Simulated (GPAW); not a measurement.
The system is SiC.

```
Si C
1.0
     3.07569    0.00000    0.00000
    -1.53785    2.66363    0.00000
     0.00000    0.00000   10.07065
Si C
4 4
Cartesian
  0.0000 0.0000 1.8922
  0.0000 0.0000 6.9275
  0.0000 1.7758 4.4094
  1.5378 0.8879 9.4447
  0.0000 0.0000 0.0046
  0.0000 0.0000 5.0400
  0.0000 1.7758 2.5157
  1.5378 0.8879 7.5510
```

The cell is a database's computed one.

```yaml
Program: GPAW 26.7.0
Task: relaxation of cell and atoms
Functional: BLYP
Potentials_or_basis: PAW data sets generated in the run's folder for this functional
Cutoff: 800 eV
Basis: pw
k_mesh: 6 × 6 × 2
Occupations: fermi-dirac, width 0.05 eV
Spin: no spin polarisation
```

At the start: pressure 9.4 GPa; volume 10.31 Å³/atom.

Q: How do energy, volume and symmetry change on relaxing?

A: Over 19 steps the energy falls by 13.7 meV/atom and the volume is 10.78 Å³/atom (+4.5 %); space group P6_3mc (No. 186, to 0.05 Å).

Step by step:
| step | energy change (eV) | largest force (eV/Å) | pressure (GPa) | volume (Å³) |
| --- | --- | --- | --- | --- |
| 1 | 0.0000 | 0.0115 | 9.45 | 82.50 |
| 2 | -0.0111 | 0.0072 | 8.91 | 82.69 |
| 3 | -0.0309 | 0.0019 | 7.88 | 83.06 |
| 4 | -0.0555 | 0.0052 | 6.43 | 83.59 |
| 5 | -0.0795 | 0.0073 | 4.67 | 84.25 |
| 6 | -0.0983 | 0.0043 | 2.73 | 85.02 |
| 7 | -0.1086 | 0.0024 | 0.71 | 85.85 |
| 8 | -0.1085 | 0.0030 | -1.26 | 86.71 |
| 9 | -0.1085 | 0.0027 | -1.24 | 86.70 |
| 10 | -0.1086 | 0.0022 | -1.21 | 86.69 |
| 11 | -0.1087 | 0.0015 | -1.16 | 86.67 |
| 12 | -0.1089 | 0.0008 | -1.10 | 86.64 |
| 13 | -0.1091 | 0.0005 | -1.03 | 86.61 |
| 14 | -0.1092 | 0.0009 | -0.94 | 86.57 |
| 15 | -0.1094 | 0.0014 | -0.84 | 86.53 |
| 16 | -0.1096 | 0.0016 | -0.72 | 86.48 |
| 17 | -0.1097 | 0.0014 | -0.58 | 86.41 |
| 18 | -0.1098 | 0.0007 | -0.40 | 86.33 |
| 19 | -0.1099 | 0.0004 | -0.20 | 86.24 |

Final structure:
```
Si C
1.0
     3.12148    0.00000    0.00000
    -1.56074    2.70328    0.00000
     0.00000    0.00000   10.22075
Si C
4 4
Direct
  0.00000 0.00000 0.18785
  0.00000 0.00000 0.68785
  0.33333 0.66667 0.43790
  0.66667 0.33333 0.93790
  0.00000 0.00000 0.00047
  0.00000 0.00000 0.50047
  0.33333 0.66667 0.24979
  0.66667 0.33333 0.74979
```

Caveat: the k mesh is coarse; later steps reuse the first step's grids.
